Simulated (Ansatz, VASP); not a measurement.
Two plane-wave programs on AlN

Contents of INCAR:

```
PREC = Accurate
ENCUT = 520
EDIFF = 1E-7
ISMEAR = 0
SIGMA = 0.05
LREAL = F
LASPH = T
NELM = 60
ALGO = Normal
ISIF = 2
LWAVE = F
LCHARG = T
GGA = PE
LELF = T
LVHAR = T
NBANDS = 16
```

File KPOINTS:

```
Automatic mesh
0
Gamma
  9 9 6
```

The input POSCAR:

```
AlN
1.0
    3.4377000000      0.0000000000      0.0000000000
   -1.7188500000      2.9771355306      0.0000000000
    0.0000000000      0.0000000000      4.4388000000
Al N
2 2
Direct
    0.3333333333      0.6666666667      0.7500000000
    0.6666666667      0.3333333333      0.2500000000
    0.3333333333      0.6666666667      0.2500000000
    0.6666666667      0.3333333333      0.7500000000
```

Input for Ansatz:

```yaml
crystal:
  lattice:
    - [3.4377, 0.0, 0.0]
    - [-1.71885, 2.9771355306, 0.0]
    - [0.0, 0.0, 4.4388]
  atoms:
    - { symbol: Al, position: [0.3333333333, 0.6666666667, 0.75] }
    - { symbol: Al, position: [0.6666666667, 0.3333333333, 0.25] }
    - { symbol: "N", position: [0.3333333333, 0.6666666667, 0.25] }
    - { symbol: "N", position: [0.6666666667, 0.3333333333, 0.75] }
basis:
  ecutwfc: 520.0
kpoints:
  mp_grid: { grid: [9, 9, 6] }
hamiltonian:
  xc: pbe
  pseudopotentials: { kind: paw, azcp: { folder: soft_1 } }
scf:
  occupations: { method: gaussian, width: 0.05 }
output:
  forces: true
  stress: true
  eigenvalues: true
```

Alike in both runs: task single point; functional PBE; k mesh 9 × 9 × 6; occupations gaussian, width 0.05 eV; no spin polarisation.

|  | VASP | Ansatz |
| --- | --- | --- |
| version | VASP 6.6.1 | Ansatz 0.2.0 |
| potentials or method | VASP PAW PBE potentials, release 64 (Al, N) | scalar-relativistic, plane waves, PAW |
| plane-wave cutoff (eV) | 520 | 520 |
| valence electrons in the cell | 16 | 16 |

```csv
,VASP,Ansatz,Ansatz less VASP
gap on the k mesh at the Fermi level (eV),2.20,2.19,-0.004
least direct gap on the mesh (eV),2.20,2.19,-0.004
pressure (GPa),-20.6,-20.5,+0.13
largest component of the traceless stress (GPa),2.20,2.14,-0.064
```

With one functional, cell and mesh, what is left measures potentials, basis and numerics.

Caveats: so large a pressure means that the cell lies far from this level's equilibrium, or that cutoff or potentials fall short (VASP). Expect the measured gap to be larger: semilocal functionals such as PBE lack the derivative discontinuity.
